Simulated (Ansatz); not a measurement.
PbTe: moving Te off its site

PbTe, Fm-3m, a = 6.454 Å (as given, not relaxed at this level: 2.3 GPa). Ansatz: PBE, PAW, 420 eV, Γ-centred 8×8×8 mesh on 2 atoms, Gaussian smearing 0.05 eV; no spin polarisation.

```yaml
crystal:
  lattice:
    - [0.00000, 3.22700, 3.22700]
    - [3.22700, 0.00000, 3.22700]
    - [3.22700, 3.22700, 0.00000]
  atoms:
    - { symbol: Te, position: [0.50000, 0.50000, 0.50000] }
    - { symbol: Pb, position: [0.00000, 0.00000, 0.00000] }
```

Atom 1 (Te) moves by x along the unit vector (0.000, -0.707, -0.707), with its periodic images; all else is held. y is the free energy of the cell over the start, F the force along the path summed over the moved atoms. Symmetry makes y even in x.

```tsv
x (Å)	y (meV)	F (eV/Å)
-0.1000	3.52	0.08
-0.0500	0.82	0.03
0.0000	0.00	0.00
0.0125	0.05	-0.01
0.0250	0.20	-0.02
0.0375	0.46	-0.02
0.0625	1.30	-0.04
0.0750	1.90	-0.05
0.0875	?	?
```

Problem. Fit y = c2 x² + c4 x⁴ to the energies of the other rows, give the force constant, and predict energy and force of the missing row.

Solution. Least squares on the rows shown. y = 320.2 x² + 3173 x⁴. The force constant is 2 c2 = 0.640 eV/Å², for the cell as given, at 2.3 GPa (for all images moving together, not for a lone atom). With two atoms in a cubic cell this is the optical mode at Γ without the LO field: ω = 521.5 √(2 c2/μ) = 47 cm⁻¹ for μ = 78.97 u. The force −dy/dx at the missing row is -0.06 eV/Å (computed -0.06). At x = 0.0875 the fit asked for gives 2.64 meV. The run gave 2.64 meV, the same to the digits shown.

Spin–orbit coupling is left out, which can shift energies with elements as heavy as these.